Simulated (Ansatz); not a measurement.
Input and command of a plane-wave DFT calculation in Ansatz:

```yaml
crystal:
  lattice:
    - [0.0, 2.72185119, 2.72185119]
    - [2.72185119, 0.0, 2.72185119]
    - [2.72185119, 2.72185119, 0.0]
  atoms:
    - { symbol: Si, position: [0.75, 0.75, 0.75] }
    - { symbol: Si, position: [0.5, 0.5, 0.5] }
basis:
  ecutwfc: 420
kpoints:
  mp_grid: { grid: [6, 6, 6] }
hamiltonian:
  xc: pbesol
scf:
  occupations: { method: gaussian, width: 0.1 }
output:
  forces: true
  stress: true
  eigenvalues: true
```

```bash
ansatz run input.yaml --threads 8 --pin off --max-ram 20480MiB --backend cpu --events-out ev --progress --plain --runs-dir out
```

Processor: Intel(R) Xeon(R) Processor @ 2.50GHz (Skylake/Cascade Lake), 8 threads, on a host shared with other jobs.

Question: How long does it run, and how much memory does it take?

Answer: About 1.1 s on 8 threads of Intel(R) Xeon(R) Processor @ 2.50GHz (Skylake/Cascade Lake) (shared host), peak memory 0.3 GiB. It solves 8 bands at 16 k points (the mesh reduced by the symmetry that the task leaves, which can be less than the crystal's) with about 749 plane waves, in 6 SCF iterations.
